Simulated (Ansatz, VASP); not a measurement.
**One calculation of FeO, two programs**

INCAR

```
SYSTEM = FeO
PREC = Accurate
ENCUT = 520
EDIFF = 1E-6
ISMEAR = -1
SIGMA = 0.05
LREAL = .False.
LASPH = .True.
NELM = 150
ALGO = Normal
ISIF = 2
LWAVE = .False.
LCHARG = .False.
ISPIN = 2
MAGMOM = -2.68 0
LORBIT = 11
LMAXMIX = 4
GGA = PE
NBANDS = 18
```

File KPOINTS:

```
regular mesh
0
Gamma
  11 11 11
  0 0 0
```

File POSCAR:

```
FeO
1.0
    1.5176821100      0.8762341800      2.5157945800
   -1.5176821100      0.8762341800      2.5157945800
    0.0000000000     -1.7524683500      2.5157945800
Fe O
1 1
Direct
    0.0000000000      0.0000000000      0.0000000000
    0.5000000000      0.5000000000      0.5000000000
```

File input.yaml:

```yaml
crystal:
  lattice:
    - [1.51768211, 0.87623418, 2.51579458]
    - [-1.51768211, 0.87623418, 2.51579458]
    - [0.0, -1.75246835, 2.51579458]
  atoms:
    - { symbol: Fe, position: [0.0, 0.0, 0.0], spin: -2.68 }
    - { symbol: O, position: [0.5, 0.5, 0.5] }
hamiltonian:
  xc: pbe
  pseudopotentials: { kind: paw }
magnetization:
  spin_polarized: true
kpoints:
  mp_grid: { grid: [11, 11, 11] }
scf:
  occupations: { method: fermi_dirac, width: 0.05 }
output:
  forces: true
  stress: true
  eigenvalues: true
```

Alike in both runs: task single point; functional PBE; k mesh 11 × 11 × 11; occupations fermi-dirac, width 0.05 eV; collinear spin.

```csv
,VASP,Ansatz
version,VASP 6.6.1,Ansatz 0.2.0
potentials or method,"VASP PAW PBE potentials, release 64 (Fe, O)",Ansatz PAW
plane-wave cutoff (eV),520,420
valence electrons in the cell,14,22
```

|  | VASP | Ansatz | Ansatz less VASP |
| --- | --- | --- | --- |
| gap on the k mesh at the Fermi level (eV) | none | none | - |
| pressure (GPa) | -0.6 | -0.6 | -0.03 |
| largest component of the traceless stress (GPa) | 0.63 | 0.59 | -0.037 |
| net moment per atom (μB) | 2.00 | 2.00 | 0.000 |
| size of the moment on the site where the two differ most (μB) | 3.62 | 3.45 | -0.169 |

Site moments also hang on the region over which each program counts them. A gap of «none» marks a metal or a gap that the smearing closes. The functional is the same, so the differences come from potentials, cutoffs and numerics. The two sets of potentials don't hold the same shells in valence.

Caveats: a cell with one magnetic atom can't hold antiferromagnetic order, which such compounds often take; semilocal functionals often make such compounds metallic where correlation or magnetic order opens a gap, which also shifts bond lengths; the pressure holds a Pulay correction of +0.6 GPa for the finite cutoff (Ansatz).
